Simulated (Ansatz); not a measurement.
A series in displacement on GaN

Results calculated with Ansatz 0.2.0, not measured. All atoms of one element of a crystal moved along a line, all else fixed, by plane-wave density functional theory with PAW datasets, free energies less that of the undisturbed cell, pressure positive in compression; scalar-relativistic.

The cell before atoms are moved (space group F-43m, No. 216):
```
GaN
1.0
      0.0000     2.2742     2.2742
      2.2742     0.0000     2.2742
      2.2742     2.2742     0.0000
Ga N
1 1
Direct
  0.00000 0.00000 0.00000
  0.75000 0.75000 0.75000
```

Settings of every row: functional PBE; dispersion none; spin none; wave cutoff 420 eV; k mesh 10x10x10; occupations gaussian; smearing width 0.05 eV; k shift 0x0x0; start relaxed; moved element N; direction 0.57735, -0.57735, -0.57735 Cartesian unit vector.

Limits: semilocal functionals tend to give too small a gap.

```csv
row,displacement (Å),force along direction (eV/Å summed over the moved atoms),energy change (eV a cell),pressure (GPa),gap on mesh (eV)
1,-0.1,0.8844,0.0483,0.766,1.35
2,-0.075,0.7082,0.0284,0.453,1.39
3,-0.05,0.5037,0.0131,0.213,1.435
4,-0.025,0.2685,0.0034,0.059,1.486
5,0,0,0,0.004,1.541
6,0.025,-0.3045,0.0037,0.064,1.512
7,0.05,-0.6483,0.0156,0.253,1.485
8,0.075,?,?,?,?
9,0.0875,-1.2448,0.0507,0.819,1.445
10,0.1,-1.4672,0.0677,1.091,1.432
```

Question: what force along direction should row 8 give?

Worked fit of force along direction. Take t = displacement, in Å. The shown rows have t = -0.1, -0.075, -0.05, -0.025, 0, 0.025, 0.05, 0.0875, 0.1. Least squares give force along direction = 0 − 11.6839 × t − 29.192 × t² eV/Å summed over the moved atoms; a straight line predicts inner rows, each left out in turn, worse (root mean square 0.11 against 0.0071 eV/Å summed over the moved atoms). The rows lie off it by 0.0079, -0.0039, -0.0075, -0.0054, 0.0000, 0.0058, 0.0089, 0.0010, -0.0069 (root mean square 0.006 eV/Å summed over the moved atoms), a smooth pattern that one more power would take up: the form is only approximate. The withheld row has t = 0.075, so the fit gives 0 − 11.6839 × (0.075) − 29.192 × (0.075)² = -1.0405 eV/Å summed over the moved atoms.

The calculation gave -1.0346 eV/Å summed over the moved atoms. The fit lies 0.0059 eV/Å summed over the moved atoms (0.25 % of the column's range) below it; its largest miss of a shown row is 0.0089 eV/Å summed over the moved atoms.

The other values of row 8: energy change 0.0365 eV a cell; pressure 0.59 GPa; gap on mesh 1.458 eV.
